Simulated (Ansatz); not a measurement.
# Ge: equation of state with LDA

**Experimental background.**

From “Sub-monolayer structures of Ag overlayers on Ge(111): experimental observations and first-principles study”, 2019, arxiv:1908.00180, for a bulk crystal of Ge: bulk modulus 75.8 GPa.

Ge:

```
Ge
1.0
     0.00000    2.82891    2.82891
     2.82891    0.00000    2.82891
     2.82891    2.82891    0.00000
Ge
2
Direct
  0.75000 0.75000 0.75000
  0.50000 0.50000 0.50000
```

* Program: Ansatz 0.2.0
* Task: equation of state
* Functional: LDA
* Potentials or basis: JTH PAW LDA
* Cutoff: 1080 eV
* Density cutoff: 5400 eV
* k mesh: 8 × 8 × 8
* Occupations: fermi-dirac, width 0.05 eV
* Spin: no spin polarisation

```yaml
Equilibrium_volume: 22.30 Å³/atom
Bulk_modulus: 70 GPa
Pressure_derivative_of_the_bulk_modulus: 4.3
```

Energy against volume, from the lowest point:
```
volume (Å³/atom)  energy (meV/atom)
          21.281              10.92
          21.733               3.13
          22.186               0.00
          22.639               0.95
          23.092               5.62
          23.545              13.64
          23.997              24.62
```

All runs of the series together: 59 s on 2 threads of Intel(R) Xeon(R) Processor @ 2.50GHz (Skylake/Cascade Lake), on a shared host.

Against the measured bulk modulus of Ge, 75.8 GPa (quoted in “Sub-monolayer structures of Ag overlayers on Ge(111): experimental observations and first-principles study”, 2019, arxiv:1908.00180), the calculated 70 GPa is off by -7.7 %. The fit is for a static lattice scaled at fixed shape and fixed fractional positions. The cell as given is a measured one (22.64 Å³/atom); LDA puts the equilibrium volume -1.5 % from it, thermal expansion not counted.
